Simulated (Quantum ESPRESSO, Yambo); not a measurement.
# How the form of the self-energy moves the gap of BeTe (F-43m), part 2 of 2

How much does the gap of BeTe (F-43m) depend on the approximation to the self-energy?

Quantum ESPRESSO 7.5 and Yambo 5.3.0; PBE and many-body steps on it, plane waves. Known limits of the many-body steps: not at the basis limit; exchange with frozen shells missing; no spin-orbit coupling; coarse k mesh.

So far. Step 2 (Empty states on the mesh, 4×4×4 mesh, 283 bands): On this mesh the gap is 1.864 eV. Step 4 (G0W0, Godby-Needs plasmon pole): The gap on the mesh goes from 1.86 eV to 3.23 eV, a correction of +1.37 eV.

The database entry behind the starting cell differs from later determinations by our own check (an axis about 1.5 % short against later determinations), so it need not match the best structure at ambient conditions.

## (5) One-shot COHSEX

This step: one-shot COHSEX on PBE, plane waves, norm-conserving pseudopotentials.

gw4.in

```
HF_and_locXC
gw0
dyson
cohsex
em1s
rim_cut
RandQpts= 1000000
RandGvec= 1 RL
EXXRLvcs= 76 Ry
VXCRLvcs= 304 Ry
Chimod= "HARTREE"
% BndsRnXs
 1 | 121 |
%
NGsBlkXs= 10.5 Ry
% LongDrXs
 1 | 1 | 1 |
%
% GbndRnge
 1 | 121 |
%
DysSolver= "n"
ExtendOut
% QPkrange
 1 | 1 | 9 | 12 |
 7 | 7 | 9 | 12 |
%
```

Started as:

```
> OMP_NUM_THREADS=1 mpirun -n 4 yambo -F gw4.in -J gw4 -C gw4 > gw4.log
```

Output:

```text
 Yambo, version 5.3.0

 [02] CORE Variables Setup
 =========================

  [... cell, symmetries and grids as in the set-up ...]

  [02.05] Energies & Occupations
  ==============================

  [X] === General ===
  [X] Electronic Temperature                        :  0.000000  0.000000 [eV K]
  [X] Bosonic    Temperature                        :  0.000000  0.000000 [eV K]
  [X] Finite Temperature mode                       : no
  [X] El. density                                   :  0.47050E+24 [cm-3]
  [X] Fermi Level                                   :  8.437427 [eV]

  [X] === Gaps and Widths ===
  [X] Conduction Band Min                           :  1.864207 [eV]
  [X] Valence Band Max                              :  0.000000 [eV]
  [X] Filled Bands                                  :  10
  [X] Empty Bands                                   :   11  283
  [X] Direct Gap                                    :  3.605898 [eV]
  [X] Direct Gap localized at k                     :  1
  [X] Indirect Gap                                  :  1.864207 [eV]
  [X] Indirect Gap between kpts                     :   1   7
  [X] Last valence band width                       :  3.441678 [eV]
  [X] 1st conduction band width                     :  3.469896 [eV]

 [03] Transferred momenta grid and indexing
 ==========================================

 IBZ Q-points                                      :   8
 BZ  Q-points                                      :   64

 K/Q-points units:
 rlu = crystal or reduced units; cc = cartesian coordinates; iku = interal k-units

 Q [1]          [rlu]:  0.000000  0.000000  0.000000
 Q [2]          [rlu]: -0.61447E-17 -0.61447E-17  0.25000
 Q [3]          [rlu]:  0.12289E-16  0.12289E-16 -0.50000
[...]
[xc] Functional : Perdew, Burke & Ernzerhof(X)+Perdew, Burke & Ernzerhof(C)
 [xc] LIBXC used to calculate xc functional
  PP Number of Atomic Species                      :  2
  NLCC RL compoments                               :  25749
  PP Number of Atomic Species                      :  2
  NLCC RL compoments                               :  25749

 [xc] E_xc :  -12.33430 [Ha]
      E_xc :  -24.66860 [Ry]

  Local XC kind (lXC) : Perdew, Burke & Ernzerhof(X)+Perdew, Burke & Ernzerhof(C)
  Non-Local XC kind (nlXC) : Hartree-Fock

  Corrections @ K [1] :  [eV]
 <9|nlXC|9> = -15.32537 -0.65840E-17 <9|lXC|9> = -12.66958 -0.75527E-15
 <10|nlXC|10> = -15.32525  0.26063E-17 <10|lXC|10> = -12.66958  0.18881E-15
 <11|nlXC|11> = -5.826542 -0.23834E-18 <11|lXC|11> = -10.43606  0.37369E-19
[...]
Corrections @ K [7] :  [eV]
[...]
<11|nlXC|11> = -5.042728 -0.53954E-17 <11|lXC|11> = -8.978121 -0.36514E-16
 <12|nlXC|12> = -5.563483 -0.15817E-17 <12|lXC|12> = -9.758901  0.59003E-16

 [08] Dyson equation: Newton solver
 ==================================

 [Newton] Sc step       :  0.100000 [eV]
 [Newton] Sc steps      :  1

  [08.01] G0W0 (COHSEX)
  =====================

  [  GW  ] Bands range     :   1  12

  QP @ state[ 1 ] K range:  1  1
  QP @ state[ 1 ] b range:   9  12
  QP @ state[ 2 ] K range:   7   7
  QP @ state[ 2 ] b range:   9  12

   Sc Empty Bands                                   : no
   Sc bands terminator                              : no
   Sx RL components                                 :   3215

   QP @ state[ 1 ] K range                          :  1  1
   QP @ state[ 1 ] b range                          :   9  12
   QP @ state[ 2 ] K range                          :   7   7
   QP @ state[ 2 ] b range                          :   9  12
   GF WF`s kind                                     : Perdew, Burke & Ernzerhof(X)+Perdew, Burke & Ernzerhof(C)
   Xs energies kind                                 : Perdew, Burke & Ernzerhof(X)+Perdew, Burke & Ernzerhof(C)
   Xs WF`s kind                                     : Perdew, Burke & Ernzerhof(X)+Perdew, Burke & Ernzerhof(C)

 [11] Game Over & Game summary
```

The job ended after 29 s (4 MPI ranks of Arm Neoverse V2, shared host; peak memory 1.4 GiB; 1.9 min of CPU time).

This step gave:

| Quantity | Value |
| --- | --- |
| quasiparticle gap on the points computed | 3.653 eV |
| starting gap on the mesh | 1.864 eV |
| k of the valence top | 0, 0, 0 |
| k of the conduction bottom | 0, -0.5, -0.5 |
| least direct quasiparticle gap on the computed points | 5.592 eV |
| Z at the valence top | 1 |
| Z at the conduction bottom | 1 |

Against G0W0 in Yambo (4×4×4 mesh, 121 bands, screening to 142.9 eV, Godby-Needs plasmon pole), the gap moves by +0.418 eV.

## (6) One-shot Hartree-Fock

This step: one-shot Hartree-Fock on PBE, plane waves, norm-conserving pseudopotentials.

gw5.in

```
HF_and_locXC
rim_cut
RandQpts= 1000000
RandGvec= 1 RL
EXXRLvcs= 76 Ry
VXCRLvcs= 304 Ry
% QPkrange
 1 | 1 | 9 | 12 |
 7 | 7 | 9 | 12 |
%
```

Started as:

```
> OMP_NUM_THREADS=1 mpirun -n 4 yambo -F gw5.in -J gw5 -C gw5 > gw5.log
```

Output:

```text
 Yambo, version 5.3.0

 [02] CORE Variables Setup
 =========================

  [... cell, symmetries and grids as in the set-up ...]

  [02.05] Energies & Occupations
  ==============================

  [X] === General ===
  [X] Electronic Temperature                        :  0.000000  0.000000 [eV K]
  [X] Bosonic    Temperature                        :  0.000000  0.000000 [eV K]
  [X] Finite Temperature mode                       : no
  [X] El. density                                   :  0.47050E+24 [cm-3]
[...]
[xc] E_xc :  -12.33430 [Ha]
      E_xc :  -24.66860 [Ry]

  Local XC kind (lXC) : Perdew, Burke & Ernzerhof(X)+Perdew, Burke & Ernzerhof(C)
  Non-Local XC kind (nlXC) : Hartree-Fock

  Corrections @ K [1] :  [eV]
 <9|nlXC|9> = -15.32537 -0.65840E-17 <9|lXC|9> = -12.66958 -0.75527E-15
 <10|nlXC|10> = -15.32525  0.26063E-17 <10|lXC|10> = -12.66958  0.18881E-15
 <11|nlXC|11> = -5.826542 -0.23834E-18 <11|lXC|11> = -10.43606  0.37369E-19
[...]
Corrections @ K [7] :  [eV]
[...]
<11|nlXC|11> = -5.042728 -0.53954E-17 <11|lXC|11> = -8.978121 -0.36514E-16
 <12|nlXC|12> = -5.563483 -0.15817E-17 <12|lXC|12> = -9.758901  0.59003E-16

 [08] Game Over & Game summary
```

The job ended after 3.6 s (4 MPI ranks; peak memory 1.4 GiB; 14 s of CPU time).

This step gave:

* quasiparticle gap on the mesh: 8.455 eV
* starting gap on the mesh: 1.864 eV
* k of the valence top: 0, 0, 0
* k of the conduction bottom: 0, -0.5, -0.5
* least direct quasiparticle gap on the computed points: 10.87 eV

Against G0W0 in Yambo (4×4×4 mesh, 121 bands, screening to 142.9 eV, Godby-Needs plasmon pole), the gap moves by +5.220 eV.

## (7) Side by side

Times are wall times on 4 MPI ranks of Arm Neoverse V2, shared host, good to a factor of about two.

```csv
run,mesh,bands,screening cutoff (eV),DFT gap (eV),gap on the mesh (eV),direct (eV),time
"G0W0, Godby-Needs plasmon pole",4×4×4,121,142.9,1.864,3.235,5.248,46 s
one-shot COHSEX,4×4×4,121,142.9,1.864,3.653,5.592,29 s
one-shot Hartree-Fock,4×4×4,-,-,1.864,8.455,10.871,3.6 s
```

## (8) Outcome

```yaml
g0w0_godby_needs_plasmon_pole: 3.235 eV
one_shot_cohsex: 3.653 eV
one_shot_hartree_fock: 8.455 eV
known_limits: not at the basis limit; exchange with frozen shells missing; no spin-orbit coupling; coarse k mesh
```

**Reading.** One-shot COHSEX: +0.418 eV against G0W0, Godby-Needs plasmon pole. One-shot Hartree-Fock: +5.220 eV against G0W0, Godby-Needs plasmon pole. Bare exchange alone opens the gap to 8.46 eV; against G0W0, correlation takes back 5.22 eV. Static COHSEX lies above G0W0: it lacks the factor Z and overstates the Coulomb hole of the filled states. Bands and cutoff are finite, so the gap is not at the basis limit. The miss can reach some tenths of an eV and take either sign; the mesh is an error of its own. The 4×4×4 mesh is coarse for this cell, which bears on the long-range parts of exchange and screening. The norm-conserving file of at least one element keeps a d shell over frozen s and p shells of the same row. Exchange with those shells is missing from the self-energy, an error of 0.3 to 0.9 eV in cases checked, whose sign depends on which edge lies on those atoms. The many-body steps are scalar-relativistic: spin-orbit coupling is not in them.

[Paths, hosts, dates, memory and timing lines, banners, echoed tables and standing remarks are left out of the program output.]

[Logs are printed without paths, hosts, clocks, repeated set-up lines and the standing remarks that a program may print on its own settings, such as how far it seeks lower states.]

[Runs of the session that timed out or met a known fault of the program may be left out.]

[Hosts, paths, dates, database ids (printed as entryN), source tags and the programs' standing remarks are cut or masked in the printed files.]
